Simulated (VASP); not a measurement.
# GaAs (F-43m) in VASP: single point with HSE06

Aim: the single point of GaAs with HSE06.

All numbers are computed with VASP 6.6.1; they aren't measurements. Logs are shortened: lines on timing, memory, paths and dates and some standing lists are left out, and cuts for length are marked.

**The experiment to reproduce.**

“Evidence of valence band perturbations in GaAsN/GaAs(001): A combined variable-angle spectroscopic ellipsometry and modulated photoreflectance investigation”, 2008, arxiv:0805.2212 reports, for a bulk crystal of GaAs at 300 K: band gap 1.418 ± 0.005 eV (direct).

How close the calculation comes is told below.

## 1. Starting point

Symmetry: F-43m, No. 216, cubic system. Conventional cell: a = 5.603 Å, b = 5.603 Å, c = 5.603 Å, α = 90.00°, β = 90.00°, γ = 90.00°. Around Ga (site symmetry -43m) lie 4 As at 2.43 Å. As (site symmetry -43m) is surrounded by 4 Ga at 2.43 Å.

The cell is a database's computed one.

## 2. Single point, HSE06

Input file POSCAR:

```
GaAs
1.0
    0.0000000000      2.8016907859      2.8016907859
    2.8016907859      0.0000000000      2.8016907859
    2.8016907859      2.8016907859      0.0000000000
Ga As
1 1
Direct
    0.0000000000      0.0000000000      0.0000000000
    0.7500000000      0.7500000000      0.7500000000
```

Input file INCAR.step1:

```
SYSTEM = GaAs
  PREC = Accurate
  ENCUT = 520
  EDIFF = 1E-5
  ISMEAR = 0
  SIGMA = 0.01
  LREAL = .False.
  LASPH = .True.
  NELM = 100
  ALGO = Normal
  ISIF = 2
  LWAVE = .True.
  LCHARG = .False.
  GGA = PE
  NBANDS = 16
```

Input file INCAR.step2:

```
SYSTEM = GaAs
  PREC = Accurate
  ENCUT = 520
  EDIFF = 1E-6
  ISMEAR = 0
  SIGMA = 0.01
  LREAL = .False.
  LASPH = .True.
  NELM = 100
  ALGO = Normal
  ISIF = 2
  LWAVE = .False.
  LCHARG = .False.
  GGA = PE
  LHFCALC = .True.
  HFSCREEN = 0.2079
  PRECFOCK = Normal
  ISTART = 1
  NBANDS = 16
```

Input file KPOINTS:

```
Automatic mesh
0
Gamma
  6 6 6
  0 0 0
```

Potentials or basis: VASP PAW PBE potentials, release 64 (Ga_d, As).

Command:

```bash
> cat potpaw_PBE.64/Ga_d/POTCAR potpaw_PBE.64/As/POTCAR > POTCAR
> cp INCAR.step1 INCAR
> mpirun -np 1 vasp_std > vasp.out
> cp INCAR.step2 INCAR
> mpirun -np 1 vasp_std > vasp.out
```

OUTCAR:

```text
SYSTEM = GaAs
   PREC = Accurate
   ENCUT = 520
   EDIFF = 1E-6
   ISMEAR = 0
   LREAL = .False.
   LASPH = .True.
   NELM = 100
   ISIF = 2
   GGA = PE
   LHFCALC = .True.
   HFSCREEN = 0.2079
   PRECFOCK = Normal
   ISTART = 1

 ion  position               nearest neighbor table
   1  0.000  0.000  0.000-   2 2.43   2 2.43   2 2.43   2 2.43
   2  0.750  0.750  0.750-   1 2.43   1 2.43   1 2.43   1 2.43

  LATTYP: Found a face centered cubic cell.
 ALAT       =     5.6033815718

  Lattice vectors:

 A1 = (   0.0000000000,   2.8016907859,   2.8016907859)
 A2 = (   2.8016907859,   0.0000000000,   2.8016907859)
 A3 = (   2.8016907859,   2.8016907859,   0.0000000000)

Analysis of symmetry for initial positions (statically):
=====================================================================
 Subroutine PRICEL returns:
 Original cell was already a primitive cell.

 Routine SETGRP: Setting up the symmetry group for a
 face centered cubic supercell.

 Subroutine GETGRP returns: Found 24 space group operations
 (whereof 24 operations were pure point group operations)
 out of a pool of 48 trial point group operations.

The static configuration has the point symmetry T_d .

Analysis of symmetry for dynamics (positions and initial velocities):
=====================================================================
 Subroutine PRICEL returns:
 Original cell was already a primitive cell.

 Routine SETGRP: Setting up the symmetry group for a
 face centered cubic supercell.

 Subroutine GETGRP returns: Found 24 space group operations
 (whereof 24 operations were pure point group operations)
 out of a pool of 48 trial point group operations.

The dynamic configuration has the point symmetry T_d .

 Subroutine INISYM returns: Found 24 space group operations
 (whereof 24 operations are pure point group operations),
 and found     1 'primitive' translations

----------------------------------------------------------------------------------------

                                     Primitive cell

  volume of cell :      43.9836

  direct lattice vectors                    reciprocal lattice vectors
     0.000000000  2.801690786  2.801690786    -0.178463663  0.178463663  0.178463663
     2.801690786  0.000000000  2.801690786     0.178463663 -0.178463663  0.178463663
     2.801690786  2.801690786  0.000000000     0.178463663  0.178463663 -0.178463663

  length of vectors
     3.962189107  3.962189107  3.962189107     0.309108131  0.309108131  0.309108131

  position of ions in fractional coordinates (direct lattice)
     0.000000000  0.000000000  0.000000000
     0.750000000  0.750000000  0.750000000

  ion indices of the primitive-cell ions
   primitive index   ion index
                 1           1
                 2           2

----------------------------------------------------------------------------------------

 KPOINTS: Automatic mesh

Automatic generation of k-mesh.
 Grid dimensions read from file:
 generate k-points for:    6    6    6

 Generating k-lattice:

  Cartesian coordinates                     Fractional coordinates (reciprocal lattice)
    -0.029743944  0.029743944  0.029743944     0.166666667  0.000000000  0.000000000
     0.029743944 -0.029743944  0.029743944     0.000000000  0.166666667  0.000000000
     0.029743944  0.029743944 -0.029743944     0.000000000  0.000000000  0.166666667

  Length of vectors
     0.051518022  0.051518022  0.051518022

  Shift w.r.t. Gamma in fractional coordinates (k-lattice)
     0.000000000  0.000000000  0.000000000

 Subroutine IBZKPT returns following result:
 ===========================================

 Found     16 irreducible k-points:

 Following reciprocal coordinates:
            Coordinates               Weight
  0.000000  0.000000  0.000000      1.000000
  0.166667  0.000000  0.000000      8.000000
  0.333333  0.000000  0.000000      8.000000
  0.500000  0.000000  0.000000      4.000000
  0.166667  0.166667  0.000000      6.000000
  0.333333  0.166667  0.000000     24.000000
[... 8 lines left out ...]
 -0.333333  0.333333  0.166667     24.000000
 -0.333333  0.500000  0.166667     12.000000
   k-points           NKPTS =     16   k-points in BZ     NKDIM =    216   number of bands    NBANDS=     16
   number of dos      NEDOS =    301   number of ions     NIONS =      2
   total plane-waves  NPLWV =  27000
   dimension x,y,z NGX =    30 NGY =   30 NGZ =   30
   dimension x,y,z NGXF=    60 NGYF=   60 NGZF=   60
   ions per type =               1   1
   NGX,Y,Z   is equivalent  to a cutoff of  12.59, 12.59, 12.59 a.u.
   NGXF,Y,Z  is equivalent  to a cutoff of  25.17, 25.17, 25.17 a.u.
 SYSTEM =  GaAs
   PREC   = accura    normal or accurate (medium, high low for compatibility)
   ISTART =      1    job   : 0-new  1-cont  2-samecut
   ICHARG =      0    charge: 1-file 2-atom 10-const
   ISPIN  =      1    spin polarized calculation?
   LNONCOLLINEAR =      F non collinear calculations
   LSORBIT =      F    spin-orbit coupling
   LASPH  =      T    aspherical Exc in radial PAW
   ENCUT  =  520.0 eV  38.22 Ry    6.18 a.u.   7.37  7.37  7.37*2*pi/ulx,y,z
   NELM   =    100;   NELMIN=  2; NELMDL=  0     # of ELM steps
   EDIFF  = 0.1E-05   stopping-criterion for ELM
   LREAL  =      F    real-space projection
   EDIFFG = 0.1E-04   stopping-criterion for IOM
   NSW    =      0    number of steps for IOM
   IBRION =     -1    ionic relax: 0-MD 1-quasi-New 2-CG
   NFREE  =      0    steps in history (QN), initial steepest desc. (CG)
   ISIF   =      2    stress and relaxation
   ISYM   =      3    0-nonsym 1-usesym 2-fastsym
   POTIM  = 0.5000    time-step for ionic-motion
   TEBEG  =    0.0;   TEEND  =   0.0 temperature during run
   PSTRESS=    0.0 pullay stress
   NELECT =      18.0000    total number of electrons
   NUPDOWN=      -1.0000    fix difference up-down
   EMIN   =  10.00;   EMAX   =-10.00  energy-range for DOS
   EFERMI =   0.00;   METHOD = LEGACY
   ISMEAR =     0;   SIGMA  =   0.01  broadening in eV -4-tet -1-fermi 0-gaus
   EFERMI_NEDOS =   21; number of points for ismear=-14 and -15
   IALGO  =     38    algorithm
   IMIX   =      1    mixing-type and parameters
     AMIX     =   0.40;   BMIX     =  1.00
     AMIX_MAG =   1.60;   BMIX_MAG =  1.00
  volume/ion in A,a.u.               =      21.99       148.41
  Fermi-wavevector in a.u.,A,eV,Ry     =   1.215445  2.296859 20.099990  1.477308
  Thomas-Fermi vector in A             =   2.350832
   LORBIT       =      0    0 simple, 1 ext, 2 COOP (PROOUT), +10 PAW based schemes
   GGA     = PE    functional components
   LHFCALC =     T    Hartree Fock is set to
   PRECFOCK=normal    Normal, Fast or Accurate (Low or Medium for compatibility)
   ENCUT4O =  -1.0   cutoff for four orbital integrals eV
   NKREDX  =     1    reduce k-point grid by
   NKREDY  =     1    reduce k-point grid by
   NKREDZ  =     1    reduce k-point grid by
   AEXX    =    0.2500 exact exchange contribution
   HFSCREEN=    0.2079 screening length (either q_TF or 0.3 A-1)
   HFSCREENC=   0.2079 screening length for correlation (either q_TF or 0.3 A-1)
   ENCUTFOCK=  -1.0 apply spherical cutoff to Coloumb kernel
   IVDW    =     0    specifies the selected vdW correction
   LEPSILON=     F    determine dielectric tensor
   LRPA    =     F    only Hartree local field effects (RPA)
 non-spin polarized calculation
 Gauss-broadening in eV      SIGMA  =   0.01
  energy-cutoff  :      520.00
  volume of cell :       43.98
 maximum number of plane-waves:      1243
 NGX is ok and might be reduce to    30
  NGX = 24; NGY = 24; NGZ = 24

 number of electron      18.0000013 magnetization

 Free energy of the ion-electron system (eV)
  ---------------------------------------------------
  ext. energy  EPLUGINS =         0.00000000
  ---------------------------------------------------
  free energy    TOTEN  =        -9.83109854 eV

  energy without entropy =       -9.83109854  energy(sigma->0) =       -9.83109854

 E-fermi :   3.8615     XC(G=0):  -8.0609

 val. band max:        3.7594648631   @ k =   0.0000   0.0000   0.0000
 cond. band min:       5.4078477300   @ k =   0.0000   0.0000   0.0000
 fundamental gap:      1.6483828668
 Fermi energy:         3.8614964880

 k-point     1 :       0.0000    0.0000    0.0000
  band No.  band energies     occupation
      1     -13.6466      2.00000
      2     -13.6466      2.00000
      3     -13.6466      2.00000
      4     -13.5592      2.00000
      5     -13.5592      2.00000
      6     -10.4102      2.00000
[... 8 lines left out ...]
     15      14.9288      0.00000
     16      14.9288      0.00000

 k-point     2 :       0.1667    0.0000    0.0000
  band No.  band energies     occupation
      1     -13.6624      2.00000
      2     -13.6407      2.00000
      3     -13.6407      2.00000
      4     -13.5595      2.00000
      5     -13.5595      2.00000
      6     -10.0533      2.00000
[... 8 lines left out ...]
     15      13.7549      0.00000
     16      13.8387      0.00000

 k-point     3 :       0.3333    0.0000    0.0000
  band No.  band energies     occupation
      1     -13.6921      2.00000
      2     -13.6306      2.00000
      3     -13.6306      2.00000
      4     -13.5582      2.00000
      5     -13.5582      2.00000
      6      -9.1166      2.00000
[... 8 lines left out ...]
     15      14.4834      0.00000
     16      14.4834      0.00000

 k-point     4 :       0.5000    0.0000    0.0000
  band No.  band energies     occupation
      1     -13.7062      2.00000
      2     -13.6266      2.00000
      3     -13.6266      2.00000
      4     -13.5565      2.00000
      5     -13.5565      2.00000
      6      -8.4037      2.00000
[... 8 lines left out ...]
     15      16.9431      0.00000
     16      16.9431      0.00000

 k-point     5 :       0.1667    0.1667    0.0000
  band No.  band energies     occupation
      1     -13.6731      2.00000
      2     -13.6348      2.00000
      3     -13.6348      2.00000
      4     -13.5643      2.00000
      5     -13.5562      2.00000
      6      -9.9332      2.00000
[... 8 lines left out ...]
     15      14.6469      0.00000
     16      15.4092      0.00000

 k-point     6 :       0.3333    0.1667    0.0000
  band No.  band energies     occupation
      1     -13.6967      2.00000
      2     -13.6260      2.00000
      3     -13.6237      2.00000
      4     -13.5672      2.00000
      5     -13.5541      2.00000
      6      -9.1737      2.00000
[... 8 lines left out ...]
     15      15.6979      0.00000
     16      15.8162      0.00000
[... 115 lines left out ...]
 k-point    13 :       0.5000    0.5000    0.0000
  band No.  band energies     occupation
      1     -13.7383      2.00000
      2     -13.5980      2.00000
      3     -13.5980      2.00000
      4     -13.5839      2.00000
      5     -13.5472      2.00000
      6      -7.5449      2.00000
[... 8 lines left out ...]
     15      18.3591      0.00000
     16      18.3703      0.00000

 k-point    14 :       0.5000    0.3333    0.1667
  band No.  band energies     occupation
      1     -13.7135      2.00000
      2     -13.6193      2.00000
      3     -13.6125      2.00000
      4     -13.5697      2.00000
      5     -13.5539      2.00000
      6      -8.3555      2.00000
[... 8 lines left out ...]
     15      16.2101      0.00000
     16      18.3266      0.00000

 k-point    15 :      -0.3333    0.3333    0.1667
  band No.  band energies     occupation
      1     -13.7194      2.00000
      2     -13.6187      2.00000
      3     -13.6074      2.00000
      4     -13.5677      2.00000
      5     -13.5562      2.00000
      6      -7.7669      2.00000
[... 8 lines left out ...]
     15      17.2679      0.00000
     16      17.9213      0.00000

 k-point    16 :      -0.3333    0.5000    0.1667
  band No.  band energies     occupation
      1     -13.7283      2.00000
      2     -13.6110      2.00000
      3     -13.6008      2.00000
      4     -13.5748      2.00000
      5     -13.5527      2.00000
      6      -7.4944      2.00000
[... 8 lines left out ...]
     15      17.4068      0.00000
     16      18.4653      0.00000

------------------------ aborting loop because EDIFF is reached ----------------------------------------

  FORCE on cell =-STRESS in cart. coord.  units (eV):
  Direction    XX          YY          ZZ          XY          YZ          ZX
  --------------------------------------------------------------------------------------
  -------------------------------------------------------------------------------------
  Total        0.8748420      0.8748420      0.8748420     -0.0000000      0.0000000      0.0000000
  in kB       31.8676176     31.8676176     31.8676176     -0.0000000      0.0000000      0.0000000
  external PRESSURE =      31.8676176 kB  Pullay stress =       0.0000000 kB

 VOLUME and BASIS-vectors are now :
 -----------------------------------------------------------------------------
  energy-cutoff  :      520.00
  volume of cell :       43.98
      direct lattice vectors                 reciprocal lattice vectors
     0.000000000  2.801690786  2.801690786    -0.178463663  0.178463663  0.178463663
     2.801690786  0.000000000  2.801690786     0.178463663 -0.178463663  0.178463663
     2.801690786  2.801690786  0.000000000     0.178463663  0.178463663 -0.178463663

 POSITION                                       TOTAL-FORCE (eV/Angst)
 -----------------------------------------------------------------------------------
      0.00000      0.00000      0.00000         0.000000      0.000000      0.000000
      4.20254      4.20254      4.20254        -0.000000     -0.000000     -0.000000
 -----------------------------------------------------------------------------------
    total drift:                                0.000042      0.000040      0.000030

  FREE ENERGIE OF THE ION-ELECTRON SYSTEM (eV)
  ---------------------------------------------------
  free  energy   TOTEN  =        -9.8310985362 eV

  energy  without entropy=       -9.8310985362  energy(sigma->0) =       -9.83109854
```

Run time: 21 min. Hardware: 1 thread of Intel Xeon 6975P-C (Granite Rapids), shared host; peak memory 0.29 GiB.

Results:

| Property | Result |
| --- | --- |
| Free energy | -9.8311 eV |
| Pressure | 3.2 GPa |
| Band gap on the k mesh | 1.65 eV, direct |

Levels at points of the mesh, in eV from the valence-band top:
```
           k point  band 5  band 6  band 7  band 8  band 9  band 10  band 11  band 12  band 13  band 14
(0.00, 0.00, 0.00)  -17.32  -14.17    0.00    0.00    0.00     1.65     4.55     4.55     4.55     8.67
(0.50, 0.00, 0.00)  -17.32  -12.16   -7.36   -1.27   -1.27     1.86     5.47     5.47     8.68    11.80
(0.50, 0.50, 0.00)  -17.31  -11.30   -7.51   -3.00   -3.00     2.02     2.32    11.75    11.75    12.51
```

Caveat: the PAW data sets were made with another functional, which shifts forces and pressure a little.

## 3. Comparison with measurements

Step 2. Measured gap of GaAs: 1.418 eV (direct; 300 K; “Evidence of valence band perturbations in GaAsN/GaAs(001): A combined variable-angle spectroscopic ellipsometry and modulated photoreflectance investigation”, 2008, arxiv:0805.2212). This calculation gives 1.65 eV (+0.23 eV). 3 values of this kind are on record (1.412 to 1.51 eV); this one was drawn at random among those near their median, those with a stated uncertainty first. Spin-orbit coupling on As, Ga is left out. The value is that of HSE06 on a finite k mesh, which can miss the band edges, without temperature or zero-point motion. The cell is a database's relaxed one, not the measured one, which moves gaps too.
